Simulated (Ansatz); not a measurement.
# BeS (F-43m): thermal expansion from first principles, part 2 of 2

Wanted: α(T), C_P(T) and B(T) of BeS in the quasi-harmonic approximation.

What experiment has found for this phase:
- heat capacity C_P per formula unit 34.2 J/mol/K and bulk modulus 105 GPa near room temperature (given in “High-Throughput Prediction of Finite-Temperature Properties using the Quasi-Harmonic Approximation”, 2016, arXiv:1603.06924)

Ansatz 0.2.0; DFT RPBE, scalar-relativistic, plane waves, PAW.

So far. Step 2 (A first coarse run): The start is under 4.0 GPa at this level and looks like an insulator or semiconductor on this mesh. Step 4 (Relaxing to small residual forces and stress): The residual pressure is 0.0065 GPa, small enough for phonons. The relaxed cell has a = 4.917 Å (conventional setting).

The database entry behind the starting cell differs from later determinations by our own check (0.1 to 0.3 % short, probably kX units), so it need not match the best structure at ambient conditions.

**5. Phonons on strained cells**

The study relaxes the crystal at several strains, solves the phonons on some of them and minimises the free energy at each temperature (static energy, vibrations, the electrons in a metal, and PV under a set pressure); the q-mesh sets how far the force constants reach.

File input.yaml:

```yaml
crystal:
  lattice:
    - [0.0, 2.4585412168, 2.4585412168]
    - [2.4585412168, 0.0, 2.4585412168]
    - [2.4585412168, 2.4585412168, 0.0]
  atoms:
    - { symbol: Be, position: [0.0, 0.0, 0.0] }
    - { symbol: S, position: [0.25, 0.25, 0.25] }
kpoints:
  mp_grid: { grid: [8, 8, 8] }
hamiltonian:
  xc: rpbe
scf:
  occupations: { method: fixed }
output:
  eigenvalues: true
phonons:
  method: dfpt
  qmesh: [4, 4, 4]
  temperatures: { t_max: 800.0, t_step: 50 }
  thermal_expansion: {}
```

The run is started by

```console
$ ansatz run input.yaml --threads 4 --pin off --max-ram 8192MiB --backend cpu --events-out ev --progress --plain --runs-dir out
```

Numbers of over 12 decimals in the logs are rounded to 6 here.

Log:

```text
Warning: phonons: the dynamical matrix that this run interpolates holds no multipole term above the dipole-dipole one, and a site of this crystal is no centre of inversion, so its interpolated transverse optical and acoustic branches and sound speeds can stay off near Gamma, and the density of states and the thermodynamics with them. What a run solves at a wave vector of phonons.qpoints, Gamma apart, where the deck admits one, is free of this, and under fd what a larger phonons.supercell samples
[...]
Crystal: 2 atoms, lattice volume = 29.721 Å³
Basis set: ecut = 487.2 eV, 725 PW (Γ), exchange–correlation on 54×54×54 points (8 copies of the dense FFT grid, shifted against one another)
Bands: 8, of which v1, the nominal top of the filled ones, is band 4 counted from 1 (3 counted from 0)
Symmetry: 24 space group operations
[...]
k-points: 29 of 512 (time reversal used)
[...]
SCF iter   1: F=—  HF=-1001.310997 eV  |F-HF|=—  |Δ(HF+E_count)|=         —  Δρ=2.25e-3  dr2=1.10e-3  ethr=1.77e-3  ⟨swp⟩=4.6  Hψ=1672  notcnv=0  defer=43
[...]
SCF iter   8: F=-1001.310780 eV  HF=-1001.310780 eV  |F-HF|=4.55e-13  |Δ(HF+E_count)|=  1.18e-11  Δρ=4.07e-8  dr2=6.57e-13  ethr=1.00e-12  ⟨swp⟩=6.2  Hψ=1217  notcnv=0
SCF 1 converged in 8 iterations: F = -1001.310780 eV  dr2 = 6.57e-13
[...]
relax step   1: F+E_penalty+E_count = -1001.31078001 eV  Δ(F+E_penalty+E_count) = +0.000e0 eV  max|allowed force component| = 1.478e-16 eV/Å  Δτ_max = 0.0000 Å  (8 SCF iters, accepted)
SCF converged after 8 iterations
Free energy (F): -1001.310780 eV
[...]
Internal energy: -1001.310780 eV  (E = F + TS)
E sigma→0 (E₀):  -1001.310780 eV
Fermi energy:    4.955679 eV
[...]
--- Stress (GPa, compression-positive) ---
        0.008306       0.000000      -0.000000
       -0.000000       0.008306       0.000000
        0.000000       0.000000       0.008306
  P = ⅓ Tr σ = 0.0083 GPa (0.083 kbar)
--- Band table (eV; the first three rows and the last of 29) ---
[...]
── thermal expansion: 3 new cells, 3 in all ──
thermal expansion: relaxation of cell 2
thermal expansion: relaxation of cell 3
── thermal expansion: 2 new cells, 5 in all ──
thermal expansion: relaxation of cell 4
thermal expansion: lower-state search of cell 4
thermal expansion: phonons of cell 4
thermal expansion: relaxation of cell 5
thermal expansion: phonons of cell 5
── thermal expansion: 5 new cells, 10 in all ──
thermal expansion: relaxation of cell 6
thermal expansion: relaxation of cell 7
thermal expansion: relaxation of cell 8
thermal expansion: relaxation of cell 9
thermal expansion: relaxation of cell 10
thermal expansion: phonons of cell 6
thermal expansion: phonons of cell 7
--- Relaxed structure (1 steps of the walk, 1 accepted, 0 SCFs on fresh bases) ---
  F+E_penalty+E_count = -1001.31078001 eV   max|allowed force component| = 1.478e-16 eV/Å
  atoms:
    - { symbol: Be, position: [0.0, 0.0, 0.0] }
    - { symbol: S, position: [0.250000, 0.250000, 0.250000] }
--- Thermal expansion: 10 cells in 3 rounds, 0 GPa ---
  no lower state was reached at cell 4
  without vibrations: a 3.47701, b 3.47701, c 3.47701 Å, V 29.7237 Å³, B 87.83 GPa
  at 0 K: a 3.48949, b 3.48949, c 3.48949 Å, V 30.0450 Å³, B 85.53 GPa
  zero-point expansion: a +0.359, b +0.359, c +0.359, V +1.081 %
      T/K        a/Å        b/Å        c/Å       V/Å³ | expansion of a, b, c, V (1e-6/K)   | that of V in the mean from 25 °C | C_P, C_V (J/mol K of the cell) | B_T, B_S (GPa)
     0.00    3.48949    3.48949    3.48949    30.0450 |    0.00    0.00    0.00    0.00 |    9.45 |     0.000     0.000 |    85.53    85.53
   100.00    3.48960    3.48960    3.48960    30.0477 |    1.13    1.13    1.13    3.40 |   13.76 |    11.338    11.336 |    85.44    85.46
   200.00    3.49063    3.49063    3.49063    30.0744 |    4.83    4.83    4.83   14.50 |   18.75 |    28.001    27.937 |    84.83    85.03
   298.15    3.49278    3.49278    3.49278    30.1299 |    7.44    7.44    7.44   22.32 |       - |    37.392    37.166 |    83.85    84.36
   350.00    3.49421    3.49421    3.49421    30.1670 |    8.32    8.32    8.32   24.97 |   23.73 |    40.381    40.050 |    83.27    83.96
   450.00    3.49734    3.49734    3.49734    30.2481 |    9.48    9.48    9.48   28.44 |   25.83 |    44.069    43.524 |    82.10    83.12
   550.00    3.50079    3.50079    3.50079    30.3378 |   10.23   10.23   10.23   30.69 |   27.40 |    46.258    45.492 |    80.88    82.24
   650.00    3.50448    3.50448    3.50448    30.4337 |   10.78   10.78   10.78   32.34 |   28.66 |    47.685    46.693 |    79.63    81.32
   750.00    3.50834    3.50834    3.50834    30.5344 |   11.22   11.22   11.22   33.66 |   29.71 |    48.698    47.474 |    78.36    80.38
   800.00    3.51032    3.51032    3.51032    30.5863 |   11.42   11.42   11.42   34.25 |   30.18 |    49.107    47.764 |    77.71    79.90
  the static fit leaves 0.001 meV an atom of the energies and, of the stresses, 0.000 GPa of each cell's largest along a strain (root mean squares over the cells), whose Pulay part it has at -0.006 GPa
  vibrations' free energy: its fit passes through its cells
  the electrons' free energy at temperature is not in it: every band gap is over 0.83 eV
  free energies summed between the sampled wave vectors
  estimated error of the fitted expansion in any direction: up to 0.032e-6/K, at 800 K, with few degrees of freedom (an estimate, not a bound: it was exceeded on models of known expansion)
  by sums over the sampled wave vectors an expansion of the volume parts by up to 0.43e-6/K
  by a static energy of one degree less an expansion of the volume parts by up to 0.01e-6/K
  the FFT grids of the static calculations differ: 25 × 25 × 25, 27 × 27 × 27
  band gaps on the cells' k-points are 3.255 to 3.441 eV
```

It took 2.5 min on 4 threads of Arm Neoverse V2, shared host; peak memory 0.4 GiB; 9.2 min of CPU time.

Numbers from this step:

- pressure: 0.008306 GPa
- volume expansion coefficient at 298 K: 22.32 1e-6/K
- C_P at 298 K: 18.70 J/mol-atom/K
- entropy at 298 K: 15.73 J/mol-atom/K
- isothermal bulk modulus at 298 K: 83.85 GPa
- Grüneisen parameter at 298 K: 0.9136
- volume at 298 K: 15.06 Å³/atom
- principal linear expansion coefficients at 298 K: 7.44, 7.44, 7.44 1e-6/K

Strained cells of the study; zero-point energy where phonons were solved; the pressures are stresses at a fixed cutoff and can carry an offset from the finite basis. Expansion cells, by row:

```
cell  |a| (Å)  |b| (Å)  |c| (Å)  V (Å³/atom)  E - E_lowest (meV/atom)  pressure, compression positive (GPa)  gap (eV)  zero-point energy (meV/atom)
   1    3.477    3.477    3.477        14.86                        0                                 0.002     3.322                             -
   2    3.505    3.505    3.505        15.22                    2.277                                -2.005     3.373                             -
   3    3.449    3.449    3.449        14.51                     2.38                                 2.199     3.268                             -
   4    3.477    3.477    3.477        14.86                        0                                -0.021     3.322                         72.41
   5    3.495    3.495    3.495        15.09                    0.925                                -1.298     3.355                         71.11
   6    3.507    3.507    3.507        15.25                    2.698                                -2.175     3.377                         70.17
   7    3.522    3.522    3.522        15.45                        6                                -3.173     3.403                         69.06
   8    3.443    3.443    3.443        14.43                    3.672                                 2.758     3.255                             -
   9     3.46     3.46     3.46        14.64                      0.9                                  1.33     3.289                             -
  10    3.545    3.545    3.545        15.75                    13.31                                -4.579     3.441                             -
```

Quasi-harmonic; a, b, c are the run's own cell vectors. Expansion, by row:

```
T (K)  a (Å)  b (Å)  c (Å)  alpha (deg)  beta (deg)  gamma (deg)  cell volume (Å³/cell)  alpha_a (1e-6/K)  alpha_b (1e-6/K)  alpha_c (1e-6/K)  alpha_V (1e-6/K)  C_P (J/mol-atom/K)  C_V (J/mol-atom/K)  S (J/mol-atom/K)  B_T (GPa)  B_S (GPa)  Grueneisen  extrapolation  fit error (1e-6/K)
    0  3.489  3.489  3.489           60          60           60                  30.05                 0                 0                 0                 0                   0                   0                 0      85.53      85.53           -              0                   0
   50   3.49   3.49   3.49           60          60           60                  30.05              0.16              0.16              0.16              0.48               1.181               1.181             0.362      85.52      85.52       0.316              0                   0
  100   3.49   3.49   3.49           60          60           60                  30.05              1.13              1.13              1.13               3.4               5.669               5.668             2.489      85.44      85.46       0.464              0                   0
  150   3.49   3.49   3.49           60          60           60                  30.06              2.96              2.96              2.96              8.88               10.25               10.24             5.673      85.21      85.29       0.668              0                   0
  200  3.491  3.491  3.491           60          60           60                  30.07              4.83              4.83              4.83              14.5                  14               13.97              9.16      84.83      85.03       0.797              0                0.01
  250  3.492  3.492  3.492           60          60           60                   30.1              6.34              6.34              6.34             19.02               16.77                16.7              12.6      84.36      84.71       0.871              0                0.01
298.1  3.493  3.493  3.493           60          60           60                  30.13              7.44              7.44              7.44             22.32                18.7               18.58             15.73      83.85      84.36       0.914              0                0.01
  300  3.493  3.493  3.493           60          60           60                  30.13              7.48              7.48              7.48             22.43               18.76               18.64             15.84      83.83      84.35       0.915              0                0.01
  350  3.494  3.494  3.494           60          60           60                  30.17              8.32              8.32              8.32             24.97               20.19               20.02             18.85      83.27      83.96       0.943              0                0.01
  400  3.496  3.496  3.496           60          60           60                  30.21              8.97              8.97              8.97             26.92               21.24               21.02             21.61      82.69      83.55       0.963              0                0.01
  450  3.497  3.497  3.497           60          60           60                  30.25              9.48              9.48              9.48             28.44               22.03               21.76             24.16       82.1      83.12       0.977              0                0.01
  500  3.499  3.499  3.499           60          60           60                  30.29              9.89              9.89              9.89             29.67               22.65               22.32             26.52      81.49      82.69       0.988              0                0.01
  550  3.501  3.501  3.501           60          60           60                  30.34             10.23             10.23             10.23             30.69               23.13               22.75              28.7      80.88      82.24       0.997              0                0.01
  600  3.503  3.503  3.503           60          60           60                  30.39             10.52             10.52             10.52             31.57               23.52               23.08             30.73      80.26      81.78       1.004              0                0.01
  650  3.504  3.504  3.504           60          60           60                  30.43             10.78             10.78             10.78             32.34               23.84               23.35             32.63      79.63      81.32       1.011              0                0.01
  700  3.506  3.506  3.506           60          60           60                  30.48             11.01             11.01             11.01             33.03               24.11               23.56              34.4         79      80.85       1.016              0                0.01
  750  3.508  3.508  3.508           60          60           60                  30.53             11.22             11.22             11.22             33.66               24.35               23.74             36.08      78.36      80.38       1.022              0                0.02
  800   3.51   3.51   3.51           60          60           60                  30.59             11.42             11.42             11.42             34.25               24.55               23.88             37.65      77.71       79.9       1.026              0                0.03
```

The expansion coefficient by temperature; values in 1e-6/K:

```
temperature (K)  volume  principal 1
              0       0            0
             50    0.48         0.16
            100     3.4         1.13
            150    8.88         2.96
            200    14.5         4.83
            250    19.0         6.34
            298    22.3         7.44
            300    22.4         7.48
            350    25.0         8.32
            400    26.9         8.97
            450    28.4         9.48
            500    29.7         9.89
            550    30.7         10.2
            600    31.6         10.5
            650    32.3         10.8
            700    33.0         11.0
            750    33.7         11.2
            800    34.2         11.4
```

At 298 K the volume expansion is 22.3 × 10⁻⁶/K and B_T is 83.9 GPa. The program raised the cutoff to 487.2 eV by itself: with no cutoff typed, the study takes about 1.16 times the default for its relaxations and scales it with the volume for the phonons.

**6. Outcome**

```yaml
settings_of_these_figures: RPBE, 487.2 eV, k 8×8×8, q 4×4×4
volume_expansion_coefficient_at_298_k: 22.32 1e-6/K
c_p_at_298_k: 18.70 J/mol-atom/K
entropy_at_298_k: 15.73 J/mol-atom/K
isothermal_bulk_modulus_at_298_k: 83.85 GPa
grueneisen_parameter_at_298_k: 0.9136
volume_at_298_k: 15.06 Å³/atom
principal_linear_expansion_coefficients_at_298_k: 7.44, 7.44, 7.44 1e-6/K
```

What this shows: Near room temperature BeS expands by 22.3 × 10⁻⁶/K in volume by RPBE, with C_P = 18.7 J/(mol K) per mole of atoms and B_T = 83.9 GPa. C_P at room temperature is 75 % of the classical 3R an atom, so the stiffest modes are still partly frozen out. A measured bulk modulus near room temperature is 105 GPa (arXiv:1603.06924); the calculated 83.9 GPa differs by -20 %. The table does not say whether its value is isothermal or adiabatic. A measured heat capacity per formula unit near room temperature is 34.2 J/mol/K (arXiv:1603.06924); the calculated 37.4 J/mol/K differs by +9 %. The interpolation has no quadrupole term, so branches near the zone centre are less sure, since this crystal has sites that are not centres of inversion. The PAW files were made for PBE and are used here under another functional, for which the program regenerates the frozen cores.

[Logs are printed without paths, hosts, clocks, repeated set-up lines and the standing remarks that a program may print on its own settings, such as how far it seeks lower states.]

[Hosts, paths, dates, database ids (printed as entryN), source tags and the programs' standing remarks are cut or masked in the printed files.]

[A step with changed settings may run another functional than the one named; its input shows which.]
